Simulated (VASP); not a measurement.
# ZrB (R-3m) in VASP: single point with PBE+D3(BJ)

Aim: the single point of ZrB with PBE+D3(BJ).

Everything below comes from runs of VASP 6.6.1. Logs are shortened: lines on timing, memory, paths and dates and some standing lists are left out, and cuts for length are marked.

**1. The structure**

The structure is trigonal, space group R-3m (No. 166). The conventional cell has a = 3.157 Å, b = 3.157 Å, c = 9.321 Å, α = 90.00°, β = 90.00°, γ = 120.00°. Zr (site symmetry -3m) has 6 B at 2.39 Å as nearest neighbours. B (site symmetry -3m) is surrounded by 6 Zr at 2.39 Å.

**2. Single point, PBE+D3(BJ)**

Input file INCAR:

```
ALGO = Fast
EDIFF = 1E-6
ENCUT = 520
GGA = PE
ISIF = 2
ISMEAR = 0
ISYM = 0
IVDW = 12
LASPH = T
LCHARG = F
LREAL = F
LWAVE = F
NBANDS = 14
NELM = 100
PREC = Accurate
SIGMA = 0.1
```

Input file KPOINTS:

```
k-points
0
Gamma
  12 12 11
```

Input file POSCAR:

```
ZrB
1.0
    3.1570597461      0.0000000000      0.0000000000
   -1.5785298730      2.7340939414      0.0000000000
   -1.5785298730      0.9113646471      3.1068465213
Zr B
1 1
Direct
    0.0000000000      0.0000000000      0.0000000000
    0.5000000000      0.5000000000      0.5000000000
```

Potentials or basis: VASP PAW PBE potentials, release 64 (Zr_sv, B).

Launch:

```
> cat potpaw_PBE.64/Zr_sv/POTCAR potpaw_PBE.64/B/POTCAR > POTCAR
> mpirun -np 1 vasp_std > vasp.out
```

OUTCAR:

```text
EDIFF = 1E-6
   ENCUT = 520
   GGA = PE
   ISIF = 2
   ISMEAR = 0
   ISYM = 0
   IVDW = 12
   LASPH = T
   LREAL = F
   NELM = 100
   PREC = Accurate
 IVDW          = 12

 ion  position               nearest neighbor table
   1  0.000  0.000  0.000-   2 2.39   2 2.39   2 2.39   2 2.39   2 2.39   2 2.39
   2  0.500  0.500  0.500-   1 2.39   1 2.39   1 2.39   1 2.39   1 2.39   1 2.39

IMPORTANT INFORMATION: All symmetrisations will be switched off!
NOSYMM: (Re-)initialisation of all symmetry stuff for point group C_1.

----------------------------------------------------------------------------------------

                                     Primitive cell

  volume of cell :      26.8174

  direct lattice vectors                    reciprocal lattice vectors
     3.157059746  0.000000000  0.000000000     0.316750420  0.182875940  0.107289926
    -1.578529873  2.734093941  0.000000000     0.000000000  0.365751880 -0.107289926
    -1.578529873  0.911364647  3.106846521     0.000000000  0.000000000  0.321869778

  length of vectors
     3.157059746  3.157059746  3.602060159     0.381163438  0.381163438  0.321869778

  position of ions in fractional coordinates (direct lattice)
     0.000000000  0.000000000  0.000000000
     0.500000000  0.500000000  0.500000000

  ion indices of the primitive-cell ions
   primitive index   ion index
                 1           1
                 2           2

----------------------------------------------------------------------------------------

 KPOINTS: k-points

Automatic generation of k-mesh.
 Grid dimensions read from file:
 generate k-points for:   12   12   11

 Generating k-lattice:

  Cartesian coordinates                     Fractional coordinates (reciprocal lattice)
     0.026395868  0.015239662  0.008940827     0.083333333  0.000000000 -0.000000000
     0.000000000  0.030479323 -0.008940827     0.000000000  0.083333333  0.000000000
     0.000000000  0.000000000  0.029260889     0.000000000  0.000000000  0.090909091

  Length of vectors
     0.031763620  0.031763620  0.029260889

  Shift w.r.t. Gamma in fractional coordinates (k-lattice)
     0.000000000  0.000000000  0.000000000

 -----------------------------------------------------------------------------
|                                                                             |
|           W    W    AA    RRRRR   N    N  II  N    N   GGGG   !!!           |
|           W    W   A  A   R    R  NN   N  II  NN   N  G    G  !!!           |
|           W    W  A    A  R    R  N N  N  II  N N  N  G       !!!           |
|           W WW W  AAAAAA  RRRRR   N  N N  II  N  N N  G  GGG   !            |
|           WW  WW  A    A  R   R   N   NN  II  N   NN  G    G                |
|           W    W  A    A  R    R  N    N  II  N    N   GGGG   !!!           |
|                                                                             |
|     Your reciprocal lattice and k-lattice belong to different lattice       |
|     classes:                                                                |
|                                                                             |
|        The reciprocal lattice is rhombohedral (trigonal),                   |
|        whereas your k-lattice is base-centered monoclinic.                  |
|                                                                             |
|     Results are often still useful ...                                      |
|                                                                             |
 -----------------------------------------------------------------------------

 WARNING: IBZKPT: internal override: KBLOWUP is changed to .FALSE.
      ... skipping the blow-up phase ...

 Subroutine IBZKPT returns following result:
 ===========================================

 Found    794 irreducible k-points:

 Following reciprocal coordinates:
            Coordinates               Weight
  0.000000  0.000000  0.000000      1.000000
  0.083333  0.000000  0.000000      2.000000
  0.166667 -0.000000 -0.000000      2.000000
  0.250000 -0.000000 -0.000000      2.000000
  0.333333 -0.000000  0.000000      2.000000
  0.416667  0.000000  0.000000      2.000000
[... 16 lines left out ...]
  0.250000  0.166667 -0.000000      2.000000
  0.333333  0.166667  0.000000      2.000000
 [... further k-points ...]
   k-points           NKPTS =    794   k-points in BZ     NKDIM =    794   number of bands    NBANDS=     14
   number of dos      NEDOS =    301   number of ions     NIONS =      2
   total plane-waves  NPLWV =  16128
   dimension x,y,z NGX =    24 NGY =   24 NGZ =   28
   dimension x,y,z NGXF=    48 NGYF=   48 NGZF=   56
   ions per type =               1   1
   NGX,Y,Z   is equivalent  to a cutoff of  12.64, 12.64, 12.92 a.u.
   NGXF,Y,Z  is equivalent  to a cutoff of  25.28, 25.28, 25.85 a.u.
 SYSTEM =  unknown system
   PREC   = accura    normal or accurate (medium, high low for compatibility)
   ISTART =      0    job   : 0-new  1-cont  2-samecut
   ICHARG =      2    charge: 1-file 2-atom 10-const
   ISPIN  =      1    spin polarized calculation?
   LNONCOLLINEAR =      F non collinear calculations
   LSORBIT =      F    spin-orbit coupling
   LASPH  =      T    aspherical Exc in radial PAW
   ENCUT  =  520.0 eV  38.22 Ry    6.18 a.u.   5.87  5.87  6.70*2*pi/ulx,y,z
   NELM   =    100;   NELMIN=  2; NELMDL= -5     # of ELM steps
   EDIFF  = 0.1E-05   stopping-criterion for ELM
   LREAL  =      F    real-space projection
   EDIFFG = 0.1E-04   stopping-criterion for IOM
   NSW    =      0    number of steps for IOM
   IBRION =     -1    ionic relax: 0-MD 1-quasi-New 2-CG
   NFREE  =      0    steps in history (QN), initial steepest desc. (CG)
   ISIF   =      2    stress and relaxation
   ISYM   =      0    0-nonsym 1-usesym 2-fastsym
   POTIM  = 0.5000    time-step for ionic-motion
   TEBEG  =    0.0;   TEEND  =   0.0 temperature during run
   PSTRESS=    0.0 pullay stress
   NELECT =      15.0000    total number of electrons
   NUPDOWN=      -1.0000    fix difference up-down
   EMIN   =  10.00;   EMAX   =-10.00  energy-range for DOS
   EFERMI =   0.00;   METHOD = LEGACY
   ISMEAR =     0;   SIGMA  =   0.10  broadening in eV -4-tet -1-fermi 0-gaus
   EFERMI_NEDOS =   21; number of points for ismear=-14 and -15
   IALGO  =     68    algorithm
   IMIX   =      4    mixing-type and parameters
     AMIX     =   0.40;   BMIX     =  1.00
     AMIX_MAG =   1.60;   BMIX_MAG =  1.00
  volume/ion in A,a.u.               =      13.41        90.49
  Fermi-wavevector in a.u.,A,eV,Ry     =   1.348859  2.548974 24.754722  1.819421
  Thomas-Fermi vector in A             =   2.476493
   LORBIT       =      0    0 simple, 1 ext, 2 COOP (PROOUT), +10 PAW based schemes
   GGA     = PE    functional components
   LHFCALC =     F    Hartree Fock is set to
   AEXX    =    0.0000 exact exchange contribution
   IVDW    =    12    specifies the selected vdW correction
   LEPSILON=     F    determine dielectric tensor
   LRPA    =     F    only Hartree local field effects (RPA)
 non-spin polarized calculation
 RMM-DIIS sequential band-by-band and
 Gauss-broadening in eV      SIGMA  =   0.10
  energy-cutoff  :      520.00
  volume of cell :       26.82
 maximum number of plane-waves:       740
   NGX = 11   NGY = 11   NGZ = 13

 number of electron      15.0000000 magnetization

 Free energy of the ion-electron system (eV)
  ---------------------------------------------------
  ext. energy  EPLUGINS =         0.00000000
  ---------------------------------------------------
  free energy    TOTEN  =       -15.60443633 eV

  energy without entropy =      -15.59679516  energy(sigma->0) =      -15.60061575

 E-fermi :   8.7112     XC(G=0): -11.9251

 val. band max:        8.7014563245   @ k =  -0.0833   0.3333   0.1818
 cond. band min:       8.7126628082   @ k =   0.3333   0.0833   0.3636
 fundamental gap:      0.0112064837
 Fermi energy:         8.7112317614

 k-point     1 :       0.0000    0.0000    0.0000
  band No.  band energies     occupation
      1     -38.7256      2.00000
      2     -16.6887      2.00000
      3     -16.3500      2.00000
      4     -16.3494      2.00000
      5       0.1044      2.00000
      6       8.7351      0.73603
      7      10.7064      0.00000
      8      10.7066      0.00000
      9      11.0071      0.00000
     10      12.3308      0.00000
     11      12.3311      0.00000
     12      12.7528      0.00000
     13      12.7532      0.00000
     14      19.7018      0.00000

 k-point     2 :       0.0833    0.0000    0.0000
  band No.  band energies     occupation
      1     -38.7167      2.00000
      2     -16.6877      2.00000
      3     -16.4203      2.00000
      4     -16.3626      2.00000
      5       0.2883      2.00000
      6       8.7687      0.41669
      7       9.8678      0.00000
      8      10.6492      0.00000
      9      10.8955      0.00000
     10      11.1753      0.00000
     11      12.4266      0.00000
     12      13.7409      0.00000
     13      14.0758      0.00000
     14      20.3203      0.00000

 k-point     3 :       0.1667   -0.0000   -0.0000
  band No.  band energies     occupation
      1     -38.6924      2.00000
      2     -16.6954      2.00000
      3     -16.5989      2.00000
      4     -16.3974      2.00000
      5       0.8097      2.00000
      6       8.2714      2.00000
      7       9.0421      0.00000
      8      10.0192      0.00000
      9      10.1216      0.00000
     10      11.4760      0.00000
     11      12.6128      0.00000
     12      15.4295      0.00000
     13      15.6825      0.00000
     14      21.7750      0.00000
[... 324 lines left out ...]
 k-point    23 :       0.2500    0.1667   -0.0000
  band No.  band energies     occupation
      1     -38.6140      2.00000
      2     -17.0913      2.00000
      3     -16.6782      2.00000
      4     -16.5897      2.00000
      5       2.7059      2.00000
      6       6.5161      2.00000
      7       6.9732      2.00000
      8       7.9674      2.00000
      9      11.1887      0.00000
     10      13.4408      0.00000
     11      14.7338      0.00000
     12      16.5982      0.00000
     13      20.2241      0.00000
     14      20.4198      0.00000

 k-point    24 :       0.3333    0.1667    0.0000
  band No.  band energies     occupation
      1     -38.5913      2.00000
      2     -17.2154      2.00000
      3     -16.7066      2.00000
      4     -16.6301      2.00000
      5       3.5973      2.00000
      6       5.5461      2.00000
      7       6.7165      2.00000
      8       7.7375      2.00000
      9      11.8296      0.00000
     10      13.6265      0.00000
     11      15.7709      0.00000
     12      17.4466      0.00000
     13      18.9576      0.00000
     14      20.9584      0.00000

 [... further k-points ...]

------------------------ aborting loop because EDIFF is reached ----------------------------------------

 Edisp (eV)   -0.84382

 E8    (eV) :    -0.3946

  FORCE on cell =-STRESS in cart. coord.  units (eV):
  Direction    XX          YY          ZZ          XY          YZ          ZX
  --------------------------------------------------------------------------------------
  -------------------------------------------------------------------------------------
  Total       3.49134     3.49599    -0.53494     0.00404    -0.00275     0.00475
  in kB     208.58660   208.86468   -31.95933     0.24145    -0.16457     0.28400
  external pressure =      128.50 kB  Pullay stress =        0.00 kB

 VOLUME and BASIS-vectors are now :
 -----------------------------------------------------------------------------
  energy-cutoff  :      520.00
  volume of cell :       26.82
      direct lattice vectors                 reciprocal lattice vectors
     3.157059746  0.000000000  0.000000000     0.316750420  0.182875940  0.107289926
    -1.578529873  2.734093941  0.000000000     0.000000000  0.365751880 -0.107289926
    -1.578529873  0.911364647  3.106846521     0.000000000  0.000000000  0.321869778

 POSITION                                       TOTAL-FORCE (eV/Angst)
 -----------------------------------------------------------------------------------
      0.00000      0.00000      0.00000        -0.000002      0.000001     -0.000000
      0.00000      1.82273      1.55342         0.000002     -0.000001      0.000000
 -----------------------------------------------------------------------------------
    total drift:                               -0.000004      0.000001     -0.000002

  FREE ENERGIE OF THE ION-ELECTRON SYSTEM (eV)
  ---------------------------------------------------
  free  energy   TOTEN  =       -16.4482538889 eV

  energy  without entropy=      -16.4406127167  energy(sigma->0) =      -16.44443330
```

Wall time 3.2 min (1 thread of Intel Xeon Platinum 8488C (Sapphire Rapids), shared host); peak memory 0.41 GiB.

Results:

- Free energy: -16.4483 eV
- Pressure: 12.8 GPa
- Band gap on the k mesh: none (metal or under the smearing width)
- Dispersion energy per atom: -0.422 eV

Levels at points of the mesh, in eV from the Fermi level:
| k point | band 4 | band 5 | band 6 | band 7 | band 8 | band 9 | band 10 | band 11 | band 12 | band 13 |
| --- | --- | --- | --- | --- | --- | --- | --- | --- | --- | --- |
| (0.00, 0.00, 0.00) | -25.06 | -8.61 | 0.02 | 2.00 | 2.00 | 2.30 | 3.62 | 3.62 | 4.04 | 4.04 |
| (0.50, 0.00, 0.00) | -25.25 | -4.36 | -3.91 | -2.68 | -0.82 | 3.14 | 6.30 | 7.46 | 7.79 | 11.30 |
| (0.00, 0.50, 0.00) | -25.25 | -4.36 | -3.91 | -2.68 | -0.82 | 3.14 | 6.30 | 7.46 | 7.79 | 11.30 |
| (0.50, 0.50, 0.00) | -25.32 | -6.56 | -1.36 | -1.02 | 1.53 | 2.73 | 4.47 | 5.38 | 6.59 | 9.52 |

Caveat: pairwise dispersion overbinds metals, which lowers pressure and volume.
